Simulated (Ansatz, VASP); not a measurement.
# Two plane-wave programs on Mg

```
Mg
1.0
     3.08989    0.00000    0.00000
    -1.54495    2.67593    0.00000
     0.00000    0.00000    5.00956
Mg
2
Cartesian
  0.0000 1.7840 1.2524
  1.5449 0.8920 3.7572
```

Alike in both runs: functional PBEsol; k mesh 16 × 16 × 10; occupations gaussian, width 0.05 eV; no spin polarisation.

Ansatz relaxed the structure, and its values are those at the end. VASP's run is a single point on that final structure, the one shown.

```csv
,VASP,Ansatz
version,VASP 6.6.1,Ansatz 0.2.0
potentials or method,"VASP PAW PBE potentials, release 64 (Mg)","scalar-relativistic, plane waves, PAW"
plane-wave cutoff (eV),520,420
valence electrons in the cell,4,20
```

```csv
,VASP,Ansatz,Ansatz less VASP
gap on the k mesh at the Fermi level (eV),none,none,-
pressure (GPa),3.7,3.7,+0.01
```

A gap of «none» marks a metal or a gap that the smearing closes. The functional is the same, so the differences come from potentials, cutoffs and numerics. The two sets of potentials don't hold the same shells in valence.

Caveats: the PAW data sets were made with another functional, which shifts forces and pressure a little (VASP).
